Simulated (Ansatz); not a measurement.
Runs of Ansatz 0.2.0 on Zn. The structure is hexagonal, space group P6_3/mmc (No. 194). Conventional cell: a = 2.670 Å, b = 2.670 Å, c = 4.966 Å, α = 90.00°, β = 90.00°, γ = 120.00°. Zn (site symmetry -6m2) is surrounded by 12 Zn at 2.67 to 2.92 Å. 

```csv
task,level,potentials or basis,cell,cutoff (eV),points for each segment of the path,gap on the mesh (eV),pressure (GPa),relaxed volume (Å³/atom)
relaxation of cell and atoms,PBEsol,Ansatz PAW,relaxed,420,-,none,0.0,14.03
relaxation of cell and atoms,revPBE,Ansatz PAW,relaxed,420,-,none,0.0,15.52
band structure,PBE,JTH PAW,as given,1080,14,none,-0.7,-
band structure,PBE,Ansatz PAW earlier set,as given,660,14,none,-0.7,-
relaxation of cell and atoms,PBE,Ansatz PAW,relaxed,420,-,none,0.0,(a)
```

Alike in all rows: no spin polarisation; k mesh 11 × 11 × 6; smearing fermi-dirac 0.05 eV.

Q: Estimate the missing entries.

A: (a) 15.01.

Caveats: the plane-wave basis is chosen anew once the cell has moved, so the energies of steps on either side of that aren't comparable (some runs); the PAW data sets come from PBE, with cores solved anew for the run's functional, which leaves a small shift of forces and pressure (some runs).

A gap of «none» marks a metal or a gap under the smearing width.

The runs don't all hold the same shells in valence.
